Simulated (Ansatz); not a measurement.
This log comes from Ansatz, run on In2O3 (corundum). The geometry is the r2SCAN minimum.

The cell given to it:
```cif
data_structure
_symmetry_space_group_name_H-M 'P 1'
_symmetry_Int_Tables_number 1
_cell_length_a 5.8031
_cell_length_b 5.8031
_cell_length_c 5.8031
_cell_angle_alpha 56.659
_cell_angle_beta 56.659
_cell_angle_gamma 56.659
_cell_volume 127.52
loop_
_atom_site_label
_atom_site_type_symbol
_atom_site_fract_x
_atom_site_fract_y
_atom_site_fract_z
_atom_site_occupancy
In1 In 0.85704 0.85704 0.85704 1
In2 In 0.35704 0.35704 0.35704 1
In3 In 0.14296 0.14296 0.14296 1
In4 In 0.64296 0.64296 0.64296 1
O1 O 0.45339 0.04661 0.75000 1
O2 O 0.04661 0.75000 0.45339 1
O3 O 0.54661 0.95339 0.25000 1
O4 O 0.25000 0.54661 0.95339 1
O5 O 0.95339 0.25000 0.54661 1
O6 O 0.75000 0.45339 0.04661 1
```

Main lines of the log:
```
scf.n_extra_bands = 6 over 44 filled bands (N_el = 88.0): the run solves 50 bands
Pseudopotential: In, paw, valence charge 13, recommended cutoff 420 eV (normal)
Pseudopotential: O, paw, valence charge 6, recommended cutoff 420 eV (normal)
Functional definition: LC-wPBE
Crystal: 10 atoms, lattice volume = 127.524 Å³
Basis set: ecut = 420 eV, 2489 PW (Γ)
Symmetry: 12 space group operations
Space group: R-3c (ITA 167)
k-points: 13 of 64
Exchange kernel: α = 0.0000 at short range, 1.0000 at long range (ω = 0.7559 Å⁻¹), several ranges, Wigner–Seitz truncation, v(0) = 13967.9917 eV·Å³, q-mesh 4×4×4
preconditioner: auto → none  [insulator: Δε(μ)=7.403 eV  ℏωp=30.8 eV]
hybrid outer 1: dexx = +4.469e-1 eV, tail = 9.70e-4 eV
hybrid outer 2: dexx = +3.794e-5 eV, tail = 1.42e-6 eV, Δε = 9.01e-3 eV, ΔF = 4.40e-3 eV/Å
hybrid outer 3: dexx = +4.031e-8 eV, tail = 6.76e-9 eV, Δε = 1.99e-4 eV, ΔF = 1.15e-4 eV/Å
hybrid SCF converged: 3 outer / 15 inner (+3 warm-up)
Free energy (F): -25796.140742 eV
Fermi energy:    4.675664 eV
--- Per-component energies (eV) ---
  E_band       = -429.939480
  E_kinetic    = 2036.876032
  E_local      = -5916.628288
  E_nonlocal   = 1774.446296
  E_hartree    = 2280.943343
  E_xc         = -844.851788
  E_vxc        = -647.675860
  E_exx        = -465.581860
  E_paw        = -17586.817764
  E_vpaw       = -1307.696794
  E_ewald      = -7080.691667
  E_core_change = 6.150220
--- Forces (eV/Å), atoms counted from 1 ---
  atom   1  In      0.00000      0.00000    -0.01188
  atom   2  In      0.00000      0.00000    -0.01188
  atom   3  In      0.00000      0.00000      0.01188
  atom   4  In      0.00000      0.00000      0.01188
  atom   5  O     -0.05961      0.00000      0.00000
  atom   6  O       0.02981      0.05162      0.00000
  atom   7  O       0.05961      0.00000      0.00000
  atom   8  O     -0.02981      0.05162      0.00000
  atom   9  O     -0.02981    -0.05162      0.00000
  atom  10  O       0.02981    -0.05162      0.00000
--- Stress (GPa, compression-positive) ---
       -5.298273       0.000000       0.000000
        0.000000      -5.298273       0.000000
        0.000000       0.000000      -4.215645
  P = ⅓ Tr σ = -4.9374 GPa (-49.374 kbar)
--- Band table (eV; the first three rows and the last of 13) ---
  k-point 0: bands = […, 4.0588, 4.1688, 4.3626, 4.3626, 4.6757, 4.6757, 12.7564, 17.4111, 18.5816, 19.6482, …]
  k-point 1: bands = […, 4.0794, 4.0835, 4.2137, 4.2845, 4.4338, 4.6229, 14.3701, 18.1776, 18.1961, 18.9284, …]
  k-point 2: bands = […, 3.5231, 3.5231, 3.8886, 3.8886, 4.5566, 4.5566, 16.9671, 16.9671, 17.9783, 17.9783, …]
  k-point 12: bands = […, 3.3112, 3.3112, 4.4652, 4.4652, 4.4652, 4.4652, 16.2365, 16.2365, 19.7634, 19.7634, …]
```

**Question.** Write the input file that gave this output.

**Answer.**
```yaml
crystal:
  # lattice and atoms as above
kpoints:
  mp_grid: { grid: [4, 4, 4] }
hamiltonian:
  xc: lc_wpbe
scf:
  occupations: { method: fixed }
  n_extra_bands: 6
output:
  forces: true
  stress: true
  eigenvalues: true
```
A single point prints forces and stress when the output block asks for them. The exchange loop and the term E_exx show exact exchange. Not every key shows in the log; this is the file that was used.

Command: `ansatz run input.yaml --threads 4 --pin off --max-ram 7372MiB --backend cpu --events-out ev --progress --plain --runs-dir out`.

**Question.** What wall time did it need on 4 threads of Arm Neoverse V2 (shared host), load about 0.7 per core, and how much host memory at the peak?

**Answer.** About 55 s, with a peak of 2.5 GiB.

Spin-unpolarised throughout; all numbers are computed.

No spin-orbit coupling is included; it can move band edges with weight on the heavy atoms by tenths of an eV.

The stress of a hybrid is loosely converged in these runs.
